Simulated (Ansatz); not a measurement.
# HfC: equation of state with PBEsol

HfC:

```
Hf C
1.0
     3.34287    0.00000    0.00000
    -1.67143    2.89501    0.00000
     0.00000    0.00000    5.20271
Hf C
2 2
Direct
  0.33333 0.66667 0.25000
  0.66667 0.33333 0.75000
  0.00000 0.00000 0.50000
  0.00000 0.00000 0.00000
```

The cell comes from a database or a generator and needn't be the stable form of this composition.

- Program: Ansatz 0.2.0
- Task: equation of state
- Functional: PBEsol
- Potentials or basis: all-electron LAPW, scalar-relativistic
- Basis error allowed: 0.001 eV/atom
- k mesh: 9 × 9 × 5
- Occupations: fermi-dirac, width 0.05 eV
- Spin: no spin polarisation

* Equilibrium volume: 12.20 Å³/atom
* Bulk modulus at fixed shape and positions: 247 GPa
* Pressure derivative of the bulk modulus: 4.0

Energy against volume, from the lowest point:
```
volume (Å³/atom)  energy (meV/atom)
          11.832               7.99
          12.084               0.00
          12.336               0.40
          12.587               8.37
          12.839              23.17
          13.091              44.11
          13.343              70.60
```

All runs of the series together: 110 s on 2 threads of Arm Neoverse V2, on a shared host.

Caveat: the cell was scaled at fixed shape and fractional positions, which overstates the stiffness of a crystal with free parameters, most of all of layers and chains. The run has no spin-orbit coupling, so splittings on Hf are missing.
